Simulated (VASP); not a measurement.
# HfN (Fm-3m) in VASP: further runs

One crystal, HfN, is run at these levels: LDA, PBEsol, PBE; tasks: phonons, elastic constants.

Program: VASP 6.6.1. These are calculated values, not measurements. Logs are shortened: lines on timing, memory, paths and dates and some standing lists are left out, and cuts for length are marked.

### 1 The crystal as given

It takes space group Fm-3m (No. 225, cubic). Conventional cell: a = 4.462 Å, b = 4.462 Å, c = 4.462 Å, α = 90.00°, β = 90.00°, γ = 90.00°. Around Hf (site symmetry m-3m) lie 6 N at 2.23 Å. N (site symmetry m-3m) is surrounded by 6 Hf at 2.23 Å.

### 2 Phonons, LDA

The input, POSCAR:

```
HfN
1.0
    0.0000000000      2.2309690365      2.2309690365
    2.2309690365      0.0000000000      2.2309690365
    2.2309690365      2.2309690365      0.0000000000
  Hf              N
     1     1
Direct
     0.0000000000000000    0.0000000000000000    0.0000000000000000
     0.5000000000000000    0.5000000000000000    0.5000000000000000
```

The input, INCAR.step1:

```
PREC = Accurate
ENCUT = 600
EDIFF = 1E-8
ISMEAR = 1
SIGMA = 0.2
LREAL = F
LASPH = T
NELM = 80
ALGO = Normal
ISIF = 3
LWAVE = F
LCHARG = F
GGA = CA
KPAR = 2
IBRION = 2
NSW = 40
EDIFFG = -0.002
```

The input, INCAR.step2:

```
PREC = Accurate
ENCUT = 600
EDIFF = 1E-8
ISMEAR = 1
SIGMA = 0.2
LREAL = F
LASPH = T
NELM = 80
ALGO = Normal
ISIF = 2
LWAVE = F
LCHARG = F
GGA = CA
KPAR = 2
IBRION = 6
NFREE = 2
POTIM = 0.015
NSW = 1
```

The input, KPOINTS:

```
regular mesh
0
Gamma
  26 26 26
```

Potentials or basis: VASP PAW LDA potentials, release 64 (Hf_pv, N).

Started as:

```
$ cat potpaw_LDA.64/Hf_pv/POTCAR potpaw_LDA.64/N/POTCAR > POTCAR
$ cp INCAR.step1 INCAR
$ mpirun -np 2 vasp_std > vasp.out
$ cp CONTCAR POSCAR
$ cp INCAR.step2 INCAR
$ mpirun -np 2 vasp_std > vasp.out
```

OUTCAR:

```text
PREC = Accurate
   ENCUT = 600
   EDIFF = 1E-8
   ISMEAR = 1
   LREAL = F
   LASPH = T
   NELM = 80
   ISIF = 2
   GGA = CA
   IBRION = 6
   NFREE = 2
   POTIM = 0.015
   NSW = 1

 ion  position               nearest neighbor table
   1  0.000  0.000  0.000-   2 2.23   2 2.23   2 2.23   2 2.23   2 2.23   2 2.23
   2  0.500  0.500  0.500-   1 2.23   1 2.23   1 2.23   1 2.23   1 2.23   1 2.23

  LATTYP: Found a face centered cubic cell.
 ALAT       =     4.4617465291

  Lattice vectors:

 A1 = (   0.0000000000,   2.2308732645,   2.2308732645)
 A2 = (   2.2308732645,   0.0000000000,   2.2308732645)
 A3 = (   2.2308732645,   2.2308732645,   0.0000000000)

Analysis of symmetry for initial positions (statically):
=====================================================================
 Subroutine PRICEL returns:
 Original cell was already a primitive cell.

 Routine SETGRP: Setting up the symmetry group for a
 face centered cubic supercell.

 Subroutine GETGRP returns: Found 48 space group operations
 (whereof 48 operations were pure point group operations)
 out of a pool of 48 trial point group operations.

The static configuration has the point symmetry O_h .

Analysis of symmetry for dynamics (positions and initial velocities):
=====================================================================
 Subroutine PRICEL returns:
 Original cell was already a primitive cell.

 Routine SETGRP: Setting up the symmetry group for a
 face centered cubic supercell.

 Subroutine GETGRP returns: Found 48 space group operations
 (whereof 48 operations were pure point group operations)
 out of a pool of 48 trial point group operations.

The dynamic configuration has the point symmetry O_h .

 Subroutine INISYM returns: Found 48 space group operations
 (whereof 48 operations are pure point group operations),
 and found     1 'primitive' translations

----------------------------------------------------------------------------------------

                                     Primitive cell

  volume of cell :      22.2052

  direct lattice vectors                    reciprocal lattice vectors
     0.000000000  2.230873265  2.230873265    -0.224127479  0.224127479  0.224127479
     2.230873265  0.000000000  2.230873265     0.224127479 -0.224127479  0.224127479
     2.230873265  2.230873265  0.000000000     0.224127479  0.224127479 -0.224127479

  length of vectors
     3.154931227  3.154931227  3.154931227     0.388200180  0.388200180  0.388200180

  position of ions in fractional coordinates (direct lattice)
     0.000000000  0.000000000  0.000000000
     0.500000000  0.500000000  0.500000000

  ion indices of the primitive-cell ions
   primitive index   ion index
                 1           1
                 2           2

----------------------------------------------------------------------------------------

 KPOINTS: regular mesh

Automatic generation of k-mesh.
 Grid dimensions read from file:
 generate k-points for:   26   26   26

 Generating k-lattice:

  Cartesian coordinates                     Fractional coordinates (reciprocal lattice)
    -0.008620288  0.008620288  0.008620288     0.038461538  0.000000000  0.000000000
     0.008620288 -0.008620288  0.008620288     0.000000000  0.038461538  0.000000000
     0.008620288  0.008620288 -0.008620288     0.000000000  0.000000000  0.038461538

  Length of vectors
     0.014930776  0.014930776  0.014930776

  Shift w.r.t. Gamma in fractional coordinates (k-lattice)
     0.000000000  0.000000000  0.000000000

 Subroutine IBZKPT returns following result:
 ===========================================

 Found    511 irreducible k-points:
[... 59 lines left out ...]
   EMIN   =  10.00;   EMAX   =-10.00  energy-range for DOS
   EFERMI =   0.00;   METHOD = LEGACY
   ISMEAR =     1;   SIGMA  =   0.20  broadening in eV -4-tet -1-fermi 0-gaus
   EFERMI_NEDOS =   21; number of points for ismear=-14 and -15
   IALGO  =     38    algorithm
   IMIX   =      4    mixing-type and parameters
     AMIX     =   0.40;   BMIX     =  1.00
     AMIX_MAG =   1.60;   BMIX_MAG =  1.00
  volume/ion in A,a.u.               =      11.10        74.92
  Fermi-wavevector in a.u.,A,eV,Ry     =   1.436438  2.714475 28.073655  2.063355
  Thomas-Fermi vector in A             =   2.555627
   LORBIT       =      0    0 simple, 1 ext, 2 COOP (PROOUT), +10 PAW based schemes
   GGA     = CA    functional components
   LHFCALC =     F    Hartree Fock is set to
   AEXX    =    0.0000 exact exchange contribution
   IVDW    =     0    specifies the selected vdW correction
   LEPSILON=     F    determine dielectric tensor
   LRPA    =     F    only Hartree local field effects (RPA)
 finite differences with symmetry
 non-spin polarized calculation
 Methfessel and Paxton  Order N= 1 SIGMA  =   0.20
  energy-cutoff  :      600.00
  volume of cell :       22.21
 maximum number of plane-waves:       757
 NGX is ok and might be reduce to    28
   NGX = 13   NGY = 13   NGZ = 13

--------------------------------------- Ionic step        1  -------------------------------------------

 number of electron      15.0000001 magnetization

 Free energy of the ion-electron system (eV)
  ---------------------------------------------------
  ext. energy  EPLUGINS =         0.00000000
  ---------------------------------------------------
  free energy    TOTEN  =       -23.87072315 eV

  energy without entropy =      -23.87104929  energy(sigma->0) =      -23.87083186

------------------------ aborting loop because EDIFF is reached ----------------------------------------

  FORCE on cell =-STRESS in cart. coord.  units (eV):
  Direction    XX          YY          ZZ          XY          YZ          ZX
  --------------------------------------------------------------------------------------
  -------------------------------------------------------------------------------------
  Total       -0.0001532     -0.0001532     -0.0001532      0.0000000      0.0000000     -0.0000000
  in kB       -0.0110557     -0.0110557     -0.0110557      0.0000000      0.0000000     -0.0000000
  external PRESSURE =      -0.0110557 kB  Pullay stress =       0.0000000 kB
[... 131 lines left out ...]
--------------------------------------- Ionic step        5  -------------------------------------------

 number of electron      15.0000001 magnetization

 Free energy of the ion-electron system (eV)
  ---------------------------------------------------
  ext. energy  EPLUGINS =         0.00000000
  ---------------------------------------------------
  free energy    TOTEN  =       -23.86925493 eV

  energy without entropy =      -23.86958025  energy(sigma->0) =      -23.86936337

 E-fermi :   8.5451     XC(G=0): -13.1744

 val. band max:        8.5420737606   @ k =   0.0000  -0.1154   0.0769
 cond. band min:       8.5739779664   @ k =   0.1154   0.0000   0.0000
 fundamental gap:      0.0319042058
 Fermi energy:         8.5450512611

 k-point     1 :       0.0000    0.0000    0.0000
  band No.  band energies     occupation
      1     -22.2492      2.00000
      2     -22.2488      2.00000
      3     -22.2488      2.00000
      4      -8.9149      2.00000
      5       5.5423      2.00000
      6       5.5423      2.00000
      7       5.5430      2.00000
      8       8.1264      2.01169
      9       8.1311      2.01267
     10       8.1311      2.01267
     11      10.5407     -0.00000
[... 309 lines left out ...]
 k-point    24 :       0.3846    0.0385    0.0000
  band No.  band energies     occupation
      1     -23.2114      2.00000
      2     -22.3460      2.00000
      3     -22.3337      2.00000
      4      -6.4656      2.00000
      5       0.3046      2.00000
      6       2.4767      2.00000
      7       2.6183      2.00000
      8      10.2377     -0.00000
      9      11.4555     -0.00000
     10      11.7245     -0.00000
     11      14.3312      0.00000

 [... further k-points ...]

------------------------ aborting loop because EDIFF is reached ----------------------------------------

  FORCE on cell =-STRESS in cart. coord.  units (eV):
  Direction    XX          YY          ZZ          XY          YZ          ZX
  --------------------------------------------------------------------------------------
  -------------------------------------------------------------------------------------
  Total        0.0137685     -0.0000870     -0.0000870     -0.0000000      0.0000000      0.0000000
  in kB        0.9934384     -0.0062754     -0.0062754     -0.0000000      0.0000000      0.0000000
  external PRESSURE =       0.3269625 kB  Pullay stress =       0.0000000 kB
[... 17 lines left out ...]
  FREE ENERGIE OF THE ION-ELECTRON SYSTEM (eV)
  ---------------------------------------------------
  free  energy   TOTEN  =       -23.8692549295 eV

  energy  without entropy=      -23.8695802522  energy(sigma->0) =      -23.86936337

 INTERNAL STRAIN TENSORS FROM DISPLACED ATOMS
 ============================================

 INTERNAL STRAIN TENSOR FOR ION    1 for displacements in x,y,z  (eV/Angst):
          X           Y           Z          XY          YZ          ZX
  --------------------------------------------------------------------------------
  x     0.00000     0.00000     0.00000     0.00000     0.00000     0.00000
  y     0.00000     0.00000     0.00000     0.00000     0.00000     0.00000
  z     0.00000     0.00000     0.00000     0.00000     0.00000     0.00000

 INTERNAL STRAIN TENSOR FOR ION    2 for displacements in x,y,z  (eV/Angst):
          X           Y           Z          XY          YZ          ZX
  --------------------------------------------------------------------------------
  x     0.00000     0.00000     0.00000     0.00000     0.00000     0.00000
  y     0.00000     0.00000     0.00000     0.00000     0.00000     0.00000
  z     0.00000     0.00000     0.00000     0.00000     0.00000     0.00000

 Eigenvectors and eigenvalues of the dynamical matrix
 ----------------------------------------------------

   1 f  =   15.673044 THz    98.476639 2PiTHz  522.796470 cm-1    64.818472 meV
             X         Y         Z           dx          dy          dz
      0.000000  0.000000  0.000000     0.246364    0.109752    0.000000
      2.230873  2.230873  2.230873    -0.879607   -0.391855    0.000000
[... 21 lines left out ...]
   6 f/i=    0.000140 THz     0.000880 2PiTHz    0.004674 cm-1     0.000580 meV
             X         Y         Z           dx          dy          dz
      0.000000  0.000000  0.000000    -0.664187   -0.696530   -0.030995
      2.230873  2.230873  2.230873    -0.186028   -0.195087   -0.008681

 ELASTIC MODULI CONTR FROM IONIC RELAXATION (kBar)
 Direction    XX          YY          ZZ          XY          YZ          ZX
 --------------------------------------------------------------------------------
 XX           0.0000      0.0000      0.0000      0.0000      0.0000      0.0000
 YY           0.0000      0.0000      0.0000      0.0000      0.0000      0.0000
 ZZ           0.0000      0.0000      0.0000      0.0000      0.0000      0.0000
 XY           0.0000      0.0000      0.0000      0.0000      0.0000      0.0000
 YZ           0.0000      0.0000      0.0000      0.0000      0.0000      0.0000
 ZX           0.0000      0.0000      0.0000      0.0000      0.0000      0.0000
 --------------------------------------------------------------------------------
```

Run time: 7.9 min. Hardware: 2 MPI ranks of Intel Xeon 6975P-C (Granite Rapids), shared host; peak memory 0.74 GiB.

What came out:

```yaml
Highest_phonon_frequency_at_Γ_LO-TO_splitting_left_out: 523 cm⁻¹
```

Phonon frequencies in cm⁻¹ (negative: imaginary):
```csv
q point,frequencies
"(0.000, 0.000, 0.000)",0 0 0 523 523 523
```

Spin-orbit coupling is left out, which matters for the levels of Hf.

### 3 Elastic constants, PBEsol

This run uses another cell than the first one, of 11.31 Å³/atom, 1.019 times its volume.

The input, POSCAR:

```
HfN
1.0
    0.0000000000      2.2449355949      2.2449355949
    2.2449355949      0.0000000000      2.2449355949
    2.2449355949      2.2449355949      0.0000000000
  Hf              N
     1     1
Direct
     0.0000000000000000    0.0000000000000000    0.0000000000000000
     0.5000000000000000    0.5000000000000000    0.5000000000000000
```

The input, INCAR.step1:

```
ALGO = Normal ; EDIFF = 1E-8
EDIFFG = -0.002 ; ENCUT = 600
GGA = PS ; IBRION = 2
ISIF = 3 ; ISMEAR = 1
KPAR = 2 ; LASPH = T
LCHARG = F ; LREAL = F
LWAVE = F ; NELM = 80
NSW = 40 ; PREC = Accurate
SIGMA = 0.2
```

The input, INCAR.step2:

```
ALGO = Normal ; EDIFF = 1E-8
ENCUT = 600 ; GGA = PS
IBRION = 6 ; ISIF = 3
ISMEAR = 1 ; KPAR = 2
LASPH = T ; LCHARG = F
LREAL = F ; LWAVE = F
NELM = 80 ; NFREE = 2
NSW = 1 ; POTIM = 0.015
PREC = Accurate ; SIGMA = 0.2
```

The input, KPOINTS:

```
k-points
0
Gamma
  26 26 26
```

Potentials or basis: VASP PAW PBE potentials, release 64 (Hf_pv, N).

Started as:

```
$ cat potpaw_PBE.64/Hf_pv/POTCAR potpaw_PBE.64/N/POTCAR > POTCAR
$ cp INCAR.step1 INCAR
$ mpirun -np 2 vasp_std > vasp.out
$ cp CONTCAR POSCAR
$ cp INCAR.step2 INCAR
$ mpirun -np 2 vasp_std > vasp.out
```

It took 69 min on 2 MPI ranks of AMD EPYC 7R13 (Zen 3), shared host; peak memory 2.3 GiB.

It converged, with:

| Property | Result |
| --- | --- |
| Elastic constants C11, C12, C44 | 653, 112, 127 GPa |
| Voigt bulk modulus | 293 GPa |
| Highest phonon frequency at Γ, LO-TO splitting left out | 512 cm⁻¹ |

Phonon frequencies in cm⁻¹ (negative: imaginary):
| q point | frequencies |
| --- | --- |
| (0.000, 0.000, 0.000) | 0 0 0 512 512 512 |

Elastic tensor in Voigt notation (GPa, in the Cartesian axes of the cell as first typed):
```
653 112 112   0   0   0
112 653 112   0   0   0
112 112 653   0   0   0
  0   0   0 127   0   0
  0   0   0   0 127   0
  0   0   0   0   0 127
```

Clamped-ion elastic tensor (GPa):
```
653 112 112   0   0   0
112 653 112   0   0   0
112 112 653   0   0   0
  0   0   0 127   0   0
  0   0   0   0 127   0
  0   0   0   0   0 127
```

Caveat: the PAW data sets were made with another functional, which shifts forces and pressure a little. The run has no spin-orbit coupling, so splittings on Hf are missing.

[end of part 1 of 2]
